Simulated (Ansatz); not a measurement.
# W (Im-3m): supercell folding check

Wanted for W (Im-3m): a supercell folding check.

Computed with the Python package of Ansatz 0.2.0. Level of theory: DFT PBE, plane waves, PAW.

**1. The system**

It takes space group Im-3m (No. 229, cubic). The conventional cell has a = 3.165 Å, b = 3.165 Å, c = 3.165 Å, α = 90.00°, β = 90.00°, γ = 90.00°. Around W (site symmetry m-3m) lie 8 W at 2.74 Å.

The script holds or builds the structure itself.

**2. Script**

File run_fold.py:

```python
from dataclasses import dataclass

import ansatz as az


@dataclass
class Settings:
    functional: str = 'pbe'
    filling: str = 'Methfessel-Paxton'


opts = Settings()

crystal = (
    az.Lattice.of((-1.582345, 1.582345, 1.582345), (1.582345, -1.582345, 1.582345), (1.582345, 1.582345, -1.582345))
    .atom('W', (0.0, 0.0, 0.0))
)

mesh = (8, 8, 8)
rows = []
for repeats in [(1, 1, 1), (1, 2, 1), (2, 2, 1)]:
    calculation = (
        crystal.supercell(*repeats).calculation()
        .functional(opts.functional)
        .pseudopotentials('paw')
        .basis(19 * az.Ha)
        .occupations(opts.filling)
        .kpoints(*(k // n for k, n in zip(mesh, repeats)))
    )
    summary = calculation.run(threads=1, backend='cpu').report
    n = len(summary['lattice']['sites'])
    rows.append((repeats, n, summary['free_energy_ev'] / n, summary['fermi_energy_ev'], summary['n_kpoints'], summary['n_symmetry_ops']))
print('       repeats           atoms       F/atom eV  Fermi level eV        k-points  symmetry operations')
for row in rows:
    print(f'{str(row[0]):>14s}  {row[1]:14d}  {row[2]:14.5f}  {row[3]:14.4f}  {row[4]:14d}  {row[5]:19d}')
```

**3. Launch**

Command:

```
> python run_fold.py
```

The program printed:

```text
       repeats           atoms       F/atom eV  Fermi level eV        k-points  symmetry operations
     (1, 1, 1)               1    -10384.81995         22.4068              29                   48
     (1, 2, 1)               2    -10384.81995         22.4068              55                   16
     (2, 2, 1)               4    -10384.81995         22.4068              23                   48
```

Run time: 4.8 s. Hardware: 1 thread of Intel Xeon Platinum 8488C (Sapphire Rapids), shared host; peak memory 0.44 GiB.

**4. What the script built**

Run 3 starts from these 4 atoms:

```xyz
4
Lattice="-3.165 3.165 3.165 3.165 -3.165 3.165 1.582 1.582 -1.582" Properties=species:S:1:pos:R:3 pbc="T T T"
W     0.000    0.000    0.000
W     1.582   -1.582    1.582
W    -1.582    1.582    1.582
W     0.000    0.000    3.165
```

Lines on the test bed's own set-up are left out of the output.

**5. The engine's runs**

One row for each of the 3 runs:

| run | system | k mesh | energy from run 1 (meV/atom) | SCF cycles | CPU time (s) |
| --- | --- | --- | --- | --- | --- |
| 1 | W (1 atom) | [8, 8, 8] | 0.00 | 6 | 0.4 |
| 2 | W (2 atoms) | [8, 4, 8] | 0.00 | 5 | 1.1 |
| 3 | W (4 atoms) | [4, 4, 8] | 0.00 | 5 | 2.6 |

**6. Outcome**

```
                   quantity      value
              runs compared          3
largest difference per atom  0.000 meV
```

In words: Cells and meshes that sample the same points give the same energy per atom. The mesh is modest for a metal, so energies can be off by several to tens of meV an atom and pressures by half a GPa or more; differences at equal mesh fare better. Spin-orbit coupling, which matters for elements this heavy, is left out. The count of operations in a supercell holds its pure translations too, and an uneven repeat can lower the point group.
